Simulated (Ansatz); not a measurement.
# BP (F-43m): zero-pressure volume and bulk modulus with PBEsol + D3(BJ)

One table from this session's results is given with a row withheld; the runs are named, their logs left out.

Program: Ansatz 0.2.0. Level of theory: DFT PBEsol + D3(BJ), scalar-relativistic, plane waves, PAW. These are calculated values, not measurements.

1 further run of the same task is left out (set aside as unsound or not needed). Runs told in other sessions of the task aren't counted.

**The system as given**

It takes space group F-43m (No. 216, cubic). The conventional cell has a = 4.538 Å, b = 4.538 Å, c = 4.538 Å, α = 90.00°, β = 90.00°, γ = 90.00°. B (site symmetry -43m) is surrounded by 4 P at 1.97 Å. P (site symmetry -43m) has 4 B at 1.97 Å in its first shell of neighbours.

As a file:

```xyz
2
Lattice="0.0000 2.2690 2.2690 2.2690 0.0000 2.2690 2.2690 2.2690 0.0000" Properties=species:S:1:pos:R:3 pbc="T T T"
B     0.0000    0.0000    0.0000
P     3.4035    3.4035    3.4035
```

At PBE, an earlier run found 1.15 GPa for this cell of 11.682 Å³/atom (8×8×8 mesh), mesh gap 1.27 eV.

Set-up of the first run:

The input, input.yaml:

```yaml
crystal:
  lattice:
    - [0.0, 2.2690012231, 2.2690012231]
    - [2.2690012231, 0.0, 2.2690012231]
    - [2.2690012231, 2.2690012231, 0.0]
  atoms:
    - { symbol: B, position: [0.0, 0.0, 0.0] }
    - { symbol: P, position: [0.75, 0.75, 0.75] }
basis:
  ecutwfc: 420
  ecutrho_ratio: 4
kpoints:
  mp_grid: { grid: [8, 8, 8] }
hamiltonian:
  xc: pbesol
  dispersion: d3bj
scf:
  occupations: { method: gaussian, width: 0.05 }
output:
  forces: true
  stress: true
  eigenvalues: true
```

On the command line:

```sh
$ ansatz run input.yaml --threads 4 --pin off --max-ram 8192MiB --backend cpu --events-out ev --progress --plain --runs-dir out
```

Steps of the session up to this table: At the given cell; Stepping to 11.260 Å³/atom; Stepping to 11.304 Å³/atom; Volume × 0.98 of the new zero; Volume × 1.02 of the new zero; Volume × 0.96 of the new zero; Volume × 1.04 of the new zero.

One of the session's tables, all rows but one given; the rest of the session is left out.

It belongs to the step «Energy and pressure against volume». 

| volume (Å³/atom) | energy (meV/atom) | pressure (GPa) |
| --- | --- | --- |
| 10.852 | 10.59 | 7.75 |
| 11.078 | ? | ? |
| 11.304 | 0.00 | 0.01 |
| 11.530 | 2.40 | -3.34 |
| 11.756 | 9.28 | -6.39 |

Q: Estimate the row for volume (Å³/atom) = 11.078 from the others.

Worked estimate for «energy (meV/atom)». A straight line through the neighbours (10.852, 10.59) and (11.304, 0.00) gives 10.59 + (0.00 − 10.59) × (11.078 − 10.852) / (11.304 − 10.852) = 5.30; a parabola fitted to 3 rows on both sides gives 2.73.

The run gave: energy (meV/atom): 2.58; pressure (GPa): 3.69. In «energy (meV/atom)» the line misses by +2.72 and the parabola by +0.15.
